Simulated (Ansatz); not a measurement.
SCF log, VN

VN is taken as an experimental structure (space group Fm-3m), 2 atoms in the cell. Source: COD entry 1538055, which need not be the ambient phase.

These are results of Ansatz, DFT, PBE, PAW, plane waves, scalar-relativistic, not measurements.

Input file:

```yaml
crystal:
  lattice:
    - [0.0, 2.062, 2.062]
    - [2.062, 0.0, 2.062]
    - [2.062, 2.062, 0.0]
  atoms:
    - { symbol: V, position: [0.5, 0.5, 0.5], spin: 2.0 }
    - { symbol: "N", position: [0.0, 0.0, 0.0] }
magnetization:
  spin_polarized: true
hamiltonian:
  xc: pbe
  pseudopotentials: { kind: paw }
basis:
  ecutwfc: 420
kpoints:
  mp_grid: { grid: [8, 8, 8] }
scf:
  occupations: { method: gaussian, width: 0.02 }
  lower_state_search: "off"
  algorithm: density_mixing
  max_iter: 100
  mixing: { algorithm: broyden, beta: 0.4, beta_mag: 2.0, spin_hold: "off" }
  convergence: { dm_fallback: { after: 20 } }
output:
  forces: true
  stress: true
```

The run was started with:
```sh
ansatz run input.yaml --threads 2 --pin off --max-ram 5120MiB --backend cpu --events-out ev --progress --plain --runs-dir out
```

What the program printed (shortened):

```
Pseudopotentials: kind: paw
Pseudopotential: V, paw, valence charge 13, recommended cutoff 420 eV (normal), V.paw.azcp
Pseudopotential: N, paw, valence charge 5, recommended cutoff 420 eV (normal), N.paw.azcp
Functional definition: PBE
Crystal: 2 atoms, lattice volume = 17.535 Å³
Basis set: ecut = 420 eV, 331 PW (Γ), exchange–correlation on 40×40×40 points (8 copies of the dense FFT grid, shifted against one another)
Bands: 14, of which v1, the nominal top of the filled ones, is band 9 counted from 1 (8 counted from 0)
Symmetry: 48 space group operations
Space group: Fm-3m (ITA 225), of the structure as read, at distance tolerance 2.6e-5 Å
Magnetic group: BNS 225.116 (UNI 1618), of the structure as read, at distance tolerance 2.6e-5 Å
k-points: 29 of 512
Non-local potential: V, projectors of the file, l = 0: 3, l = 1: 2, l = 2: 3, l = 3: 1
Non-local potential: N, projectors of the file, l = 0: 2, l = 1: 2, l = 2: 1
Initial density: superposition of atomic densities (chi_scale 0.1, normalization cell, long waves kept (reshape's long-wave potential 0.00 eV rms))
Starting moments: Σ|m| = 2 μB on 1 of 2 sites
Initial wavefunctions: pseudopotential atomic-orbital guess
Functional: x = pbe(κ = 0.804, μ = 0.2195149727645171), c = pbe(β = 0.06672455060314922)
SCF iter   1: F=—  HF=-3298.109599 eV  |F-HF|=—  |Δ(HF+E_count)|=         —  Δρ=8.52e-2 (↑8.52e-2 ↓6.54e-2)  dr2=7.94e-1  dr2_m=7.60e-1  M=1.128 μB ∫|m|=1.199 μB  β_m=0.92  ethr=3.10e-3  ⟨swp⟩=4.1  Hψ=3459  notcnv=0
preconditioner: auto → none  [insulator: Δε(μ)=0.024 eV  Ē_g=10.826 eV  σ=0.020 eV  W_gap=0.56  n_scr=8 (ndim 8)  ℏωp=28.0 eV  f_vac=0.000  D(μ)=2.16/eV (n_scr^D=26)  ε∞_Penn≈7.7]
SCF iter   2: F=—  HF=-3298.338709 eV  |F-HF|=—  |Δ(HF+E_count)|=   2.29e-1  Δρ=3.70e-2 (↑3.54e-2 ↓3.70e-2)  dr2=7.84e-1  dr2_m=2.55e-3  M=1.126 μB ∫|m|=1.229 μB  β_m=1.56  ethr=3.10e-3  ⟨swp⟩=2.7  Hψ=1834  notcnv=0  defer=37  κ⁻¹=1.0e0(r=1)
SCF iter   3: F=—  HF=-3298.240818 eV  |F-HF|=—  |Δ(HF+E_count)|=   9.79e-2  Δρ=1.99e-2 (↑1.99e-2 ↓1.11e-2)  dr2=1.26e-1  dr2_m=1.13e-2  M=0.828 μB ∫|m|=0.920 μB  β_m=2.00  ethr=3.10e-3  ⟨swp⟩=2.3  Hψ=1417  notcnv=0  defer=37  κ⁻¹=4.7e-2(r=2)
SCF iter   4: F=—  HF=-3298.267336 eV  |F-HF|=—  |Δ(HF+E_count)|=   2.65e-2  Δρ=1.81e-2 (↑1.81e-2 ↓1.53e-2)  dr2=8.18e-3  dr2_m=4.03e-2  M=0.646 μB ∫|m|=0.729 μB  β_m=2.00  ethr=7.01e-4  ⟨swp⟩=2.5  Hψ=1353  notcnv=0  defer=38  κ⁻¹=2.4e-3(r=3)
SCF iter   5: F=—  HF=-3298.287257 eV  |F-HF|=—  |Δ(HF+E_count)|=   1.99e-2  Δρ=5.43e-3 (↑4.67e-3 ↓5.43e-3)  dr2=2.09e-3  dr2_m=2.84e-3  M=0.552 μB ∫|m|=0.609 μB  β_m=2.00  ethr=4.54e-5  ⟨swp⟩=2.4  Hψ=1360  notcnv=0  defer=38  κ⁻¹=9.6e-4(r=4)
SCF iter   6: F=—  HF=-3298.318710 eV  |F-HF|=—  |Δ(HF+E_count)|=   3.15e-2  Δρ=4.52e-3 (↑4.52e-3 ↓4.30e-3)  dr2=8.26e-5  dr2_m=3.08e-3  M=0.455 μB ∫|m|=0.477 μB  β_m=2.00  ethr=1.16e-5  ⟨swp⟩=2.0  Hψ=1550  notcnv=0  defer=38  κ⁻¹=4.5e-4(r=5)
[... 44 iterations left out ...]
SCF iter  51: F=—  HF=-3298.348050 eV  |F-HF|=—  |Δ(HF+E_count)|=   3.07e-5  Δρ=9.27e-4 (↑9.27e-4 ↓5.24e-4)  dr2=6.89e-5  dr2_m=6.56e-5  M=0.168 μB ∫|m|=0.168 μB  β_m=2.00  ethr=3.68e-8  ⟨swp⟩=2.8  Hψ=1615  notcnv=0  defer=35  κ⁻¹=1.2e-1(r=2)
SCF iter  52: F=—  HF=-3298.348246 eV  |F-HF|=—  |Δ(HF+E_count)|=   1.96e-4  Δρ=3.66e-4 (↑3.62e-4 ↓3.66e-4)  dr2=4.16e-6  dr2_m=1.63e-5  M=0.172 μB ∫|m|=0.172 μB  β_m=2.00  ethr=3.68e-8  ⟨swp⟩=2.4  Hψ=1317  notcnv=0  defer=35  κ⁻¹=1.5e-2(r=3)
SCF iter  53: F=—  HF=-3298.348359 eV  |F-HF|=—  |Δ(HF+E_count)|=   1.13e-4  Δρ=1.98e-4 (↑1.98e-4 ↓1.86e-4)  dr2=2.58e-6  dr2_m=2.78e-6  M=0.172 μB ∫|m|=0.172 μB  β_m=2.00  ethr=2.31e-8  ⟨swp⟩=2.0  Hψ=1338  notcnv=0  defer=35  κ⁻¹=5.5e-4(r=4)
SCF iter  54: F=—  HF=-3298.348448 eV  |F-HF|=—  |Δ(HF+E_count)|=   8.84e-5  Δρ=8.00e-5 (↑8.00e-5 ↓7.67e-5)  dr2=2.60e-8  dr2_m=9.61e-7  M=0.172 μB ∫|m|=0.172 μB  β_m=2.00  ethr=5.56e-10  ⟨swp⟩=5.4  Hψ=3889  notcnv=0  κ⁻¹=1.6e-4(r=5)
SCF iter  55: F=—  HF=-3298.348450 eV  |F-HF|=—  |Δ(HF+E_count)|=   2.15e-6  Δρ=9.43e-6 (↑9.43e-6 ↓9.32e-6)  dr2=2.56e-9  dr2_m=1.23e-8  M=0.172 μB ∫|m|=0.172 μB  β_m=2.00  ethr=1.45e-10  ⟨swp⟩=4.8  Hψ=3102  notcnv=0  κ⁻¹=9.4e-7(r=6)
SCF iter  56: F=—  HF=-3298.348450 eV  |F-HF|=—  |Δ(HF+E_count)|=   2.65e-7  Δρ=7.84e-6 (↑7.84e-6 ↓7.82e-6)  dr2=5.83e-10  dr2_m=9.35e-9  M=0.172 μB ∫|m|=0.172 μB  β_m=2.00  ethr=1.42e-11  ⟨swp⟩=3.3  Hψ=2185  notcnv=0  κ⁻¹=5.4e-7(r=7)
SCF iter  57: F=—  HF=-3298.348450 eV  |F-HF|=—  |Δ(HF+E_count)|=   2.44e-7  Δρ=6.02e-6 (↑6.02e-6 ↓5.92e-6)  dr2=3.10e-10  dr2_m=5.35e-9  M=0.172 μB ∫|m|=0.172 μB  β_m=2.00  ethr=3.24e-12  ⟨swp⟩=3.4  Hψ=2362  notcnv=0  κ⁻¹=7.9e-8(r=8)
iter 58 did not close the SCF: its close was put off for a magnetic moment that had not settled (scf_convergence_deferred on its scf_iter line)
SCF iter  58: F=-3298.348451 eV  HF=-3298.348451 eV  |F-HF|=6.16e-9  |Δ(HF+E_count)|=   1.35e-7  Δρ=9.28e-7 (↑6.72e-7 ↓9.28e-7)  dr2=1.34e-11  dr2_m=9.02e-11  M=0.172 μB ∫|m|=0.172 μB  β_m=2.00  ethr=1.72e-12  ⟨swp⟩=3.9  Hψ=2760  notcnv=0  κ⁻¹=6.0e-8(r=8)
iter 59 did not close the SCF: its close was put off for a magnetic moment that had not settled (scf_convergence_deferred on its scf_iter line)
SCF iter  59: F=-3298.348451 eV  HF=-3298.348451 eV  |F-HF|=4.52e-9  |Δ(HF+E_count)|=   1.27e-9  Δρ=8.47e-7 (↑8.47e-7 ↓8.22e-7)  dr2=1.12e-12  dr2_m=1.11e-10  M=0.172 μB ∫|m|=0.172 μB  β_m=2.00  ethr=1.00e-12  ⟨swp⟩=1.0  Hψ=2248  notcnv=0  κ⁻¹=6.5e-9(r=8)
SCF iter  60: F=-3298.348451 eV  HF=-3298.348451 eV  |F-HF|=1.58e-9  |Δ(HF+E_count)|=   3.23e-9  Δρ=4.09e-7 (↑4.09e-7 ↓3.94e-7)  dr2=5.15e-13  dr2_m=2.57e-11  M=0.172 μB ∫|m|=0.172 μB  ethr=1.00e-12  ⟨swp⟩=1.0  Hψ=2193  notcnv=0
SCF 1 converged in 60 iterations: F = -3298.348451 eV  dr2 = 5.15e-13
  greatest PAW one-centre occupation: 1.000 electrons in one spin orbital (limit 2), on the V atom at site 0 (counted from 0), in its partial waves of l = 0
this state was not tested for a lower state beside it, because the mixer in use, unlike msr1, does not test its closes by its own steps (another_mixer; see scf.mixing.algorithm and scf.lower_state_search)
SCF converged after 60 iterations
Magnetization: 0.1723 μB (9.0861 up, 8.9139 down)
Absolute magnetization: 0.1723 μB (∫|ρ↑−ρ↓|, with the PAW one-centre terms)
Spin contamination: 0.0002 ħ² per cell (⟨S²⟩ above its minimum at these occupations)
Per-site moments (μB) at R_I (Å): [(0.1320, 0.8505), (0.0060, 0.8505)]
Free energy (F): -3298.348451 eV
Harris-Foulkes:  -3298.348451 eV  (|F-HF|=1.58e-9)
Internal energy: -3298.347718 eV  (E = F + TS)
E sigma→0 (E₀):  -3298.348084 eV
Entropy (-TS):   -0.000733 eV (-0.366 meV/atom)
Fermi energy:    18.451301 eV
--- Per-component energies (eV) ---
  E_band       = -103.761299
  E_kinetic    = 469.452301
  E_local      = -957.578076  (includes V_loc(G=0)·N_el)
  E_nonlocal   = -1.543042
  E_hartree    = 422.533866
  E_xc         = -191.674542
  E_vxc        = -243.405559  (∫ρ·V_xc dr)
  E_paw        = -1239.358515  (= ΣΔE_a)
  E_vpaw       = -215.754983  (= ΣTr[D̂ρ^β])
  E_aug_tail   = 0.000346  (compensation charges beyond the density's cutoff)
  E_ewald      = -1800.180055
  E_smearing   = -0.000733  (= −TS)
  E_closure    = 0.000000  (closes the sum)
  Σ components = -3298.348451   (vs F -3298.348451, Δ=0.00e0)
--- Forces (eV/Å), atoms counted from 1 ---
  atom   1  V      0.00000000     0.00000000     0.00000000
  atom   2  N     -0.00000000    -0.00000000    -0.00000000
  max |Σ_I F_I| component: 5.20e-29 eV/Å
--- Stress (GPa, compression-positive) ---
       -1.635979      -0.000000       0.000000
       -0.000000      -1.635979      -0.000000
        0.000000       0.000000      -1.635979
  P = ⅓ Tr σ = -1.6360 GPa (-16.360 kbar)
--- Band table (eV; the first three rows and the last of 58) ---
  k-point 0 ↑: bands = ["-47.0562", "-20.6895", "-20.6895", "-20.6895", "0.4594", "16.2010", "16.2010", "16.2010", "16.8258", "16.8258", "16.8258", "17.9132", "17.9132", "24.3195"]
  k-point 1 ↑: bands = ["-47.0456", "-20.7633", "-20.6963", "-20.6963", "0.7718", "14.5719", "14.9363", "14.9363", "17.1833", "17.1833", "17.6396", "19.2875", "19.2875", "25.0732"]
  k-point 2 ↑: bands = ["-47.0199", "-20.9383", "-20.7125", "-20.7125", "1.6064", "12.3048", "13.5387", "13.5387", "17.8521", "17.8521", "18.3721", "21.2274", "21.2274", "26.1342"]
  k-point 28 ↓: bands = ["-46.7968", "-20.8210", "-20.8210", "-20.7031", "2.7182", "12.2313", "12.2313", "12.4876", "18.6315", "18.6315", "19.7388", "20.6359", "21.3501", "30.6518"]
```

A small moment in a metal is sensitive to the mesh and the smearing. With one magnetic atom in the cell its copies can only be parallel; orders in a larger cell may lie lower. Only one magnetic start was run, with no search, so the state need not be the lowest. The program warns that the starting moments weren't kept.

The run took 2.9 s on 2 threads of Arm Neoverse V1, with other jobs on the host, peak memory 0.26 GiB.
